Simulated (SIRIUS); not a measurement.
Input of a SIRIUS 7.10.0 run:

sirius.json

```json
{
  "control": {
    "processing_unit": "cpu",
    "verbosity": 2,
    "num_bands_to_print": 25,
    "print_forces": true,
    "print_stress": true
  },
  "parameters": {
    "electronic_structure_method": "pseudopotential",
    "xc_functionals": ["XC_GGA_X_RPBE", "XC_GGA_C_PBE"],
    "gk_cutoff": 9.2,
    "pw_cutoff": 18.4,
    "ngridk": [7, 7, 7],
    "shiftk": [0, 0, 0],
    "smearing": "fermi_dirac",
    "smearing_width": 0.0018374661,
    "num_bands": 25,
    "num_mag_dims": 0,
    "num_dft_iter": 100,
    "energy_tol": 1e-08,
    "density_tol": 1e-06
  },
  "iterative_solver": {
    "type": "davidson",
    "min_tolerance": 1e-09,
    "tolerance_scale": [0.1, 0.25]
  },
  "mixer": {
    "type": "anderson",
    "beta": 0.7,
    "max_history": 8
  },
  "settings": {
    "tol_ne": 1e-10,
    "pseudo_grid_cutoff": 6.5
  },
  "unit_cell": {
    "lattice_vectors": [
      [0.0, 5.657159715725, 5.657159715725],
      [5.657159715725, 0.0, 5.657159715725],
      [5.657159715725, 5.657159715725, 0.0]
    ],
    "atom_coordinate_units": "lattice",
    "atom_types": ["Mg", "B"],
    "atom_files": {
      "B": "B.json",
      "Mg": "Mg.json"
    },
    "atoms": {
      "Mg": [
        [0.0, 0.0, 0.0],
        [0.25, 0.25, 0.25]
      ],
      "B": [
        [0.625, 0.125, 0.625],
        [0.625, 0.625, 0.125],
        [0.125, 0.625, 0.625],
        [0.625, 0.625, 0.625]
      ]
    }
  }
}
```

Potentials or basis: PseudoDojo 0.4.1 PBE standard (scalar relativistic).

Command:

```bash
$ upf_to_json B.upf
$ upf_to_json Mg.upf
$ OMP_NUM_THREADS=1 sirius.scf --input=sirius.json --output=out.json --task=0
```

What does it give for the pressure?

2.5 GPa.

Estimate the band gap on the k mesh.

none (metal or under the smearing width).

Caveat: the potentials were made for another functional, which shifts forces and pressure.
